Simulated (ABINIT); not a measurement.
**GaAs: single point with LDA**

**Experimental background.**

From “Evidence of valence band perturbations in GaAsN/GaAs(001): A combined variable-angle spectroscopic ellipsometry and modulated photoreflectance investigation”, 2008, arxiv:0805.2212, for a bulk crystal of GaAs at 300 K: band gap 1.418 ± 0.005 eV (direct).

The system is GaAs.

```
As Ga
1.0
     0.00000    2.82685    2.82685
     2.82685    0.00000    2.82685
     2.82685    2.82685    0.00000
As Ga
1 1
Direct
  0.75000 0.75000 0.75000
  0.00000 0.00000 0.00000
```

```yaml
Program: ABINIT 10.8.3 (patched build)
Task: single point
Functional: LDA
Potentials_or_basis: JTH PAW LDA v2.0
Cutoff: 463 eV
k_mesh: 5 × 5 × 5
Occupations: fermi-dirac, width 0.05 eV
Spin: no spin polarisation
```

```
Pressure                                              : -2.0 GPa
Band gap on the k mesh                                : 0.27 eV, direct
Valence electrons inside the program's atomic spheres : As 12.74; Ga 11.09
```

Levels at points of the mesh, in eV from the valence-band top:
```
           k point  band 12  band 13  band 14  band 15  band 16  band 17
(0.00, 0.00, 0.00)     0.00     0.00     0.00     0.27     3.67     3.67
```

Run time: 7.9 s on 1 thread of Arm Neoverse V1 (shared host), peak memory 0.13 GiB.

Against the measured gap of GaAs, 1.418 eV (direct; 300 K; “Evidence of valence band perturbations in GaAsN/GaAs(001): A combined variable-angle spectroscopic ellipsometry and modulated photoreflectance investigation”, 2008, arxiv:0805.2212), the calculated 0.27 eV is off by -1.15 eV. So large a miss can be the level of theory's own, or it may mean another phase, state or a wrong row. 3 values of this kind are on record (1.412 to 1.51 eV); this one was drawn at random among those near their median, those with a stated uncertainty first. Spin-orbit coupling on As, Ga is left out. The value is that of LDA, without temperature or zero-point motion. Semilocal functionals fall short of measured gaps as a rule.
